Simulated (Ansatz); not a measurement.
Be under changes of volume

One of the cells (8.105 Å³/atom); the others are scaled copies at fixed shape and fractional positions:

```
Be
1.0
     2.28530    0.00000    0.00000
    -1.14265    1.97913    0.00000
     0.00000    0.00000    3.58420
Be
2
Direct
  0.66667 0.33333 0.75000
  0.33333 0.66667 0.25000
```

* Program: Ansatz 0.2.0
* Functional: PBE
* Potentials or basis: PseudoDojo stringent (PBE files)
* Cutoff: 1442 eV
* Density cutoff: 5769 eV
* k mesh: 13 × 13 × 8
* Occupations: fermi-dirac, width 0.05 eV
* Spin: no spin polarisation

| volume (Å³/atom) | energy over the lowest point (meV/atom) | pressure (GPa) |
| --- | --- | --- |
| 7.619 | ? | ? |
| 7.781 | 1.46 | 2.8 |
| 7.943 | 0.00 | 0.1 |
| 8.105 | 1.10 | -2.3 |
| 8.268 | 4.54 | -4.5 |
| 8.430 | 10.13 | -6.5 |
| 8.592 | 17.69 | -8.4 |

Task: What does the run at 7.619 Å³/atom give?

Result: Energy over the lowest point 5.72 meV/atom; pressure 5.7 GPa.

Worked out: A Birch-Murnaghan fit of order 3 (a polynomial in V^(-2/3)) to the other rows has its minimum at 7.95 Å³/atom with B0 = V·E''(V) = 123 GPa and B' = 3.1 at fixed shape and positions, which overstates the stiffness. It gives 5.68 meV/atom at 7.619 Å³/atom, against the run's 5.72, and -dE/dV = 5.6 GPa, against 5.7.

Energies are extrapolated to zero smearing.
